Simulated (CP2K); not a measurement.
CdTe under changes of volume

One of the cells (32.922 Å³/atom); the others are scaled copies at fixed shape and fractional positions:

```
CELL_PARAMETERS angstrom
4.53255 0.00000 0.00000
2.26628 3.92531 0.00000
2.26628 1.30844 3.70082
ATOMIC_POSITIONS crystal
Te 0.75000 0.75000 0.75000
Cd 0.00000 0.00000 0.00000
```

* Program: CP2K 2026.2
* Functional: PBEsol
* Potentials or basis: POTENTIAL_UZH Te GTH-PBE-q6, Cd GTH-PBE-q12; TZVP-MOLOPT-PBE-GTH basis
* Density cutoff: 6123 eV
* k mesh: 7 × 7 × 7
* Occupations: fermi-dirac, width 0.05 eV
* Spin: no spin polarisation

```csv
volume (Å³/atom),energy over the lowest point (meV/atom),pressure (GPa),gap on the mesh (eV)
30.947,75.66,6.8,0.91
31.605,?,?,?
32.263,31.71,4.0,0.79
32.922,17.52,2.9,0.73
33.580,7.81,1.9,0.67
34.239,2.10,0.9,0.61
34.897,0.00,0.1,0.56
```

Task: What does the run at 31.605 Å³/atom give?

Result: Energy over the lowest point 50.90 meV/atom; pressure 5.3 GPa; gap on the mesh 0.85 eV.

Worked out: A Birch-Murnaghan fit of order 3 (a polynomial in V^(-2/3)) to the other rows has its minimum at 34.99 Å³/atom, just outside them, with B0 = V·E''(V) = 41 GPa and B' = 4.8. It gives 50.89 meV/atom at 31.605 Å³/atom, against the run's 50.90, and -dE/dV = 5.3 GPa, against 5.3. A straight line through the other rows of the gap, of slope -2.94 eV per unit of ln V (its deformation potential), gives 0.85 eV, against the run's 0.85.

Energies are extrapolated to zero smearing.

Caveats: the potentials were made for another functional, which shifts forces and pressure; spin-orbit coupling is left out, which moves the levels of the heavy elements; the basis of atomic orbitals isn't converged, which shifts pressures, moduli and gaps.
